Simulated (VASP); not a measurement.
# MgS (F-43m) in VASP: further runs

One crystal, MgS, is run at these levels: LDA; tasks: single point.

Program: VASP 6.6.1. These are calculated values, not measurements. Logs are shortened: lines on timing, memory, paths and dates and some standing lists are left out, and cuts for length are marked.

## (1) Starting point

The structure is cubic, space group F-43m (No. 216). Conventional cell: a = 5.666 Å, b = 5.666 Å, c = 5.666 Å, α = 90.00°, β = 90.00°, γ = 90.00°. S (site symmetry -43m) has 4 Mg at 2.45 Å as nearest neighbours. Mg (site symmetry -43m) is surrounded by 4 S at 2.45 Å.

The cell comes from a database or a generator and needn't be the stable form of this composition.

## (2) Single point, LDA

File INCAR:

```
  ADDGRID = False
  ALGO = Normal
  EDIFF = 1E-6
  ENCUT = 450
  GGA = CA
  ISIF = 2
  ISMEAR = 0
  LASPH = True
  LCHARG = False
  LREAL = False
  LWAVE = False
  NELM = 100
  PREC = Accurate
  SIGMA = 0.5
```

File KPOINTS:

```
k-points
0
Gamma
  5 5 5
```

File POSCAR:

```
MgS
1.0
    0.0000000000      2.8331200468      2.8331200468
    2.8331200468      0.0000000000      2.8331200468
    2.8331200468      2.8331200468      0.0000000000
S Mg
1 1
Direct
    0.2346630000      0.2748010000      0.2357280000
   -0.0216520000      0.0237760000     -0.0317750000
```

Potentials or basis: VASP PAW LDA potentials, release 64 (S, Mg).

Started as:

```sh
cat potpaw_LDA.64/S/POTCAR potpaw_LDA.64/Mg/POTCAR > POTCAR
mpirun -np 1 vasp_std > vasp.out
```

OUTCAR:

```text
EDIFF = 1E-6
   ENCUT = 450
   GGA = CA
   ISIF = 2
   ISMEAR = 0
   LASPH = True
   LREAL = False
   NELM = 100
   PREC = Accurate

 Found     63 irreducible k-points:

 Following reciprocal coordinates:
            Coordinates               Weight
  0.000000  0.000000  0.000000      1.000000
  0.200000  0.000000  0.000000      2.000000
  0.000000  0.200000  0.000000      2.000000
  0.000000  0.000000  0.200000      2.000000
  0.200000  0.200000  0.200000      2.000000
  0.400000  0.000000  0.000000      2.000000
   k-points           NKPTS =     63   k-points in BZ     NKDIM =     63   number of bands    NBANDS=      8
   number of dos      NEDOS =    301   number of ions     NIONS =      2
   total plane-waves  NPLWV =  21952
   dimension x,y,z NGX =    28 NGY =   28 NGZ =   28
   dimension x,y,z NGXF=    56 NGYF=   56 NGZF=   56
   ions per type =               1   1
   NGX,Y,Z   is equivalent  to a cutoff of  11.62, 11.62, 11.62 a.u.
   NGXF,Y,Z  is equivalent  to a cutoff of  23.24, 23.24, 23.24 a.u.
 SYSTEM =  unknown system
   PREC   = accura    normal or accurate (medium, high low for compatibility)
   ISTART =      0    job   : 0-new  1-cont  2-samecut
   ICHARG =      2    charge: 1-file 2-atom 10-const
   ISPIN  =      1    spin polarized calculation?
   LNONCOLLINEAR =      F non collinear calculations
   LSORBIT =      F    spin-orbit coupling
   LASPH  =      T    aspherical Exc in radial PAW
   ENCUT  =  450.0 eV  33.07 Ry    5.75 a.u.   6.93  6.93  6.93*2*pi/ulx,y,z
   NELM   =    100;   NELMIN=  2; NELMDL= -5     # of ELM steps
   EDIFF  = 0.1E-05   stopping-criterion for ELM
   LREAL  =      F    real-space projection
   EDIFFG = 0.1E-04   stopping-criterion for IOM
   NSW    =      0    number of steps for IOM
   IBRION =     -1    ionic relax: 0-MD 1-quasi-New 2-CG
   NFREE  =      0    steps in history (QN), initial steepest desc. (CG)
   ISIF   =      2    stress and relaxation
   ISYM   =      2    0-nonsym 1-usesym 2-fastsym
   POTIM  = 0.5000    time-step for ionic-motion
   TEBEG  =    0.0;   TEEND  =   0.0 temperature during run
   PSTRESS=    0.0 pullay stress
   NELECT =       8.0000    total number of electrons
   NUPDOWN=      -1.0000    fix difference up-down
   EMIN   =  10.00;   EMAX   =-10.00  energy-range for DOS
   EFERMI =   0.00;   METHOD = LEGACY
   ISMEAR =     0;   SIGMA  =   0.50  broadening in eV -4-tet -1-fermi 0-gaus
   EFERMI_NEDOS =   21; number of points for ismear=-14 and -15
   IALGO  =     38    algorithm
   IMIX   =      4    mixing-type and parameters
     AMIX     =   0.40;   BMIX     =  1.00
     AMIX_MAG =   1.60;   BMIX_MAG =  1.00
  volume/ion in A,a.u.               =      22.74       153.46
  Fermi-wavevector in a.u.,A,eV,Ry     =   0.917269  1.733386 11.447692  0.841382
  Thomas-Fermi vector in A             =   2.042218
   LORBIT       =      0    0 simple, 1 ext, 2 COOP (PROOUT), +10 PAW based schemes
   GGA     = CA    functional components
   LHFCALC =     F    Hartree Fock is set to
   AEXX    =    0.0000 exact exchange contribution
   IVDW    =     0    specifies the selected vdW correction
   LEPSILON=     F    determine dielectric tensor
   LRPA    =     F    only Hartree local field effects (RPA)
 non-spin polarized calculation
 Gauss-broadening in eV      SIGMA  =   0.50
  energy-cutoff  :      450.00
  volume of cell :       45.48
 maximum number of plane-waves:       990
   NGX = 13   NGY = 13   NGZ = 13

 number of electron       8.0000000 magnetization

 Free energy of the ion-electron system (eV)
  ---------------------------------------------------
  ext. energy  EPLUGINS =         0.00000000
  ---------------------------------------------------
  free energy    TOTEN  =        -9.35535997 eV

  energy without entropy =       -9.35535934  energy(sigma->0) =       -9.35535965

 E-fermi :   2.5660     XC(G=0):  -8.7514

 val. band max:        1.0022083245   @ k =   0.0000   0.0000   0.0000
 cond. band min:       4.0598661651   @ k =   0.0000   0.0000   0.0000
 fundamental gap:      3.0576578406
 Fermi energy:         2.5659625074

 k-point     1 :       0.0000    0.0000    0.0000
  band No.  band energies     occupation
      1     -10.3496      2.00000
      2       0.7842      2.00000
      3       0.8578      2.00000
      4       1.0022      1.99999
      5       4.0599      0.00002
      6       8.6349      0.00000
      7       8.6402      0.00000
      8       8.6611      0.00000

 k-point     2 :       0.2000    0.0000    0.0000
  band No.  band energies     occupation
      1     -10.1325      2.00000
      2      -0.5807      2.00000
      3       0.6858      2.00000
      4       0.8586      2.00000
      5       5.3278      0.00000
      6       8.3520      0.00000
      7       8.8745      0.00000
      8       9.0045      0.00000

 k-point     3 :       0.0000    0.2000    0.0000
  band No.  band energies     occupation
      1     -10.1331      2.00000
      2      -0.5608      2.00000
      3       0.6695      2.00000
      4       0.8510      2.00000
      5       5.3304      0.00000
      6       8.3507      0.00000
      7       8.8649      0.00000
      8       8.9931      0.00000

 k-point     4 :       0.0000    0.0000    0.2000
  band No.  band energies     occupation
      1     -10.1312      2.00000
      2      -0.6214      2.00000
      3       0.7301      2.00000
      4       0.8636      2.00000
      5       5.3225      0.00000
      6       8.3611      0.00000
      7       8.9138      0.00000
      8       9.0043      0.00000

 k-point     5 :       0.2000    0.2000    0.2000
  band No.  band energies     occupation
      1     -10.1362      2.00000
      2      -0.4621      2.00000
      3       0.6651      2.00000
      4       0.7361      2.00000
      5       5.3430      0.00000
      6       8.3692      0.00000
      7       8.8351      0.00000
      8       8.8972      0.00000

 k-point     6 :       0.4000    0.0000    0.0000
  band No.  band energies     occupation
      1      -9.7270      2.00000
      2      -2.1152      2.00000
      3       0.5069      2.00000
      4       0.6751      2.00000
      5       5.7638      0.00000
      6       8.3752      0.00000
      7       8.5580      0.00000
      8       9.0802      0.00000

 [... further k-points ...]

------------------------ aborting loop because EDIFF is reached ----------------------------------------

  FORCE on cell =-STRESS in cart. coord.  units (eV):
  Direction    XX          YY          ZZ          XY          YZ          ZX
  --------------------------------------------------------------------------------------
  -------------------------------------------------------------------------------------
  Total       -0.6643745     -0.6809407     -0.6426016     -0.0614047     -0.2704597     -0.3574841
  in kB      -23.4044580    -23.9880516    -22.6374475     -2.1631529     -9.5277037    -12.5933830
  external PRESSURE =     -23.3433190 kB  Pullay stress =       0.0000000 kB

 VOLUME and BASIS-vectors are now :
 -----------------------------------------------------------------------------
  energy-cutoff  :      450.00
  volume of cell :       45.48
      direct lattice vectors                 reciprocal lattice vectors
     0.000000000  2.833120047  2.833120047    -0.176483874  0.176483874  0.176483874
     2.833120047  0.000000000  2.833120047     0.176483874 -0.176483874  0.176483874
     2.833120047  2.833120047  0.000000000     0.176483874  0.176483874 -0.176483874

 POSITION                                       TOTAL-FORCE (eV/Angst)
 -----------------------------------------------------------------------------------
      1.44639      1.33267      1.44337        -0.256679     -0.341020     -0.046462
      2.81046      5.51487      2.83914         0.256679      0.341020      0.046462
 -----------------------------------------------------------------------------------
    total drift:                                0.000040      0.000074      0.000016

  FREE ENERGIE OF THE ION-ELECTRON SYSTEM (eV)
  ---------------------------------------------------
  free  energy   TOTEN  =        -9.3553599700 eV

  energy  without entropy=       -9.3553593373  energy(sigma->0) =       -9.35535965
```

Run time: 18 s. Hardware: 1 thread of Intel Xeon Platinum 8559C (Emerald Rapids), shared host; peak memory 0.14 GiB.

The run converged, but some of its settings lie outside the range that counts as converged, so its numbers aren't taken as properties of the crystal.

What came out:

```
Free energy            : -9.3554 eV
Pressure               : -2.3 GPa
Largest force          : 0.429 eV/Å
Band gap on the k mesh : 3.06 eV, direct
```

## (3) Single point, LDA

INCAR: that of step 2 with these lines changed.

```diff
@@ -13,2 +13,2 @@
   PREC = Accurate
-  SIGMA = 0.5
+  SIGMA = 0.2
```

KPOINTS is that of step 2.

File POSCAR:

```
MgS
1.0
    0.0000000000      2.8331200468      2.8331200468
    2.8331200468      0.0000000000      2.8331200468
    2.8331200468      2.8331200468      0.0000000000
S Mg
1 1
Direct
    0.2500000000      0.2500000000      0.2500000000
    0.0000000000      0.0000000000      0.0000000000
```

Potentials or basis: VASP PAW LDA potentials, release 64 (S, Mg).

Started as:

```sh
cat potpaw_LDA.64/S/POTCAR potpaw_LDA.64/Mg/POTCAR > POTCAR
mpirun -np 1 vasp_std > vasp.out
```

It used 4 s of CPU time on 1 thread of Intel(R) Xeon(R) Platinum 8559C (Emerald Rapids), with other jobs on the host, which was overloaded at the time.

The run converged, but some of its settings lie outside the range that counts as converged, so its numbers aren't taken as properties of the crystal.

Results:

| Quantity | Value |
| --- | --- |
| Free energy | -9.3747 eV |
| Pressure | -2.5 GPa |
| Band gap on the k mesh | 3.18 eV, direct |

## (4) The reference run

An earlier run on the cell as given: functional PBEsol; potentials or basis VASP PAW PBE potentials, release 64 (S, Mg); cutoff 520 eV; k mesh 8 × 8 × 8; occupations fermi-dirac, width 0.05 eV; no spin polarisation.

* Pressure: -0.5 GPa
* Band gap on the k mesh: 3.29 eV, direct
